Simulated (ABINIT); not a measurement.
A run of ABINIT 10.8.3 (patched build) is set up as follows.

Contents of run.abi:

```
# Pseudopotentials
pp_dirpath "./"
pseudos "Hf.LDA_PW-JTH.xml, B.LDA_PW-JTH.xml"

# Structure
acell 3*1.0 Angstrom
rprim
     3.1400000000     0.0000000000     0.0000000000
    -1.5700000000     2.7193197679     0.0000000000
     0.0000000000     0.0000000000     3.4800000000
ntypat 2
znucl 72 5
natom 3
typat 1 2 2
chkprim 0
chksymtnons 0
tolsym 1.0e-6
xred
            0.0            0.0            0.0
            2/3            1/3            1/2
            1/3            2/3            1/2

# Plane-wave basis
ecut 17.0
pawecutdg 34.0
pawovlp -1
ecutsm 0.5

# k points
kptopt 1
ngkpt 8 8 6
nshiftk 1
shiftk 0.0 0.0 0.0

# Exchange and correlation
ixc 7

# Bands and occupations
nband 13
occopt 3
tsmear 0.05 eV

# SCF cycle
nstep 80
tolvrs 1.0e-10

# Output
iomode 3
prteig 0
prtebands 0
prtwf 0
prtden 0

# Relaxation
ionmov 2
optcell 2
ntime 50
tolmxf 2.0e-5
dilatmx 1.08
```

Potentials or basis: JTH PAW LDA v2.0.

Launch:

```bash
$ abinit run.abi > log 2>&1
```

**Question.** Estimate the band gap on the k mesh.

**Answer.** None (metal or under the smearing width).

**Question.** What does it give for the relaxed cell?

**Answer.** a = 3.104 Å, b = 3.104 Å, c = 3.424 Å, α = 90.00°, β = 90.00°, γ = 120.00°.

**Question.** What does it give for the space group after relaxing (to 0.05 Å)?

**Answer.** P6/mmm (No. 191).

**Question.** Predict the relaxed volume.

**Answer.** 9.52 Å³/atom.

Final structure:
```yaml
crystal:
  lattice:
    - [3.10366, 0.00000, 0.00000]
    - [-1.55183, 2.68785, 0.00000]
    - [0.00000, 0.00000, 3.42414]
  atoms:
    - { symbol: Hf, position: [0.00000, 0.00000, 0.00000] }
    - { symbol: B, position: [0.66667, 0.33333, 0.50000] }
    - { symbol: B, position: [0.33333, 0.66667, 0.50000] }
```

Caveat: the atomic spheres overlap. Zero-point motion and thermal expansion aren't in these numbers.
